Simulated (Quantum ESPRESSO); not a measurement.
The system is TaN.

```
Ta N
1.0
     0.00000    2.21132    2.21132
     2.21132    0.00000    2.21132
     2.21132    2.21132    0.00000
Ta N
1 1
Cartesian
  2.2113 2.2113 2.2113
  0.0000 0.0000 0.0000
```

The cell comes from a database or a generator and needn't be the stable form of this composition.

```yaml
Program: Quantum ESPRESSO 7.5
Task: phonon dispersion
Functional: PBE
Potentials_or_basis: PseudoDojo 0.4.1 SR PBE standard
Cutoff: 1143 eV
Density_cutoff: 4572 eV
k_mesh: 8 × 8 × 8
Occupations: cold, width 0.2 eV
Spin: no spin polarisation
Mixing_beta: 0.5
Most_SCF_iterations: 120
SCF_threshold: 4e-10 Ry
q_mesh: 2 × 2 × 2
```

The cell and the atoms were relaxed first, to 10.77 Å³/atom (a = 3.123 Å, b = 3.123 Å, c = 3.123 Å, α = 60.00°, β = 60.00°, γ = 60.00°), and the response was taken there.

Is this structure dynamically stable at this level, and how far does the spectrum reach?

No: the interpolated spectrum has imaginary modes, down to 264i cm⁻¹ near X. The highest frequency is 530 cm⁻¹.

Phonon frequencies at the corners of the path (cm⁻¹, interpolated; i marks imaginary ones):
| point | frequencies |
| --- | --- |
| Γ | 0 0 0 414 414 414 |
| X | 264i 79i 79i 415 432 432 |
| W | 176i 176i 92 451 452 452 |
| K | 212i 78i 35i 438 447 469 |
| L | 81i 66 66 440 530 530 |
| U | 212i 78i 35i 438 447 469 |

Phonon states per cell in windows of 50 cm⁻¹ (negative: imaginary):
```csv
from (cm⁻¹),total,Ta,N
-300,0.01,0.01,0.00
-250,0.11,0.09,0.02
-200,0.26,0.23,0.03
-150,0.50,0.47,0.04
-100,0.73,0.70,0.03
-50,0.32,0.31,0.01
0,0.38,0.37,0.01
50,0.68,0.67,0.01
100,0.00,0.00,0.00
150,0.00,0.00,0.00
200,0.00,0.00,0.00
250,0.00,0.00,0.00
300,0.00,0.00,0.00
350,0.00,0.00,0.00
400,1.20,0.08,1.12
450,1.53,0.08,1.45
500,0.26,0.00,0.25
```

A q mesh this small can miss soft modes between its points.

Caveat: the mesh is thin for the phonons of a metal; some modes are imaginary; the q mesh is small, so phonon branches between its points and thermal values are rough.
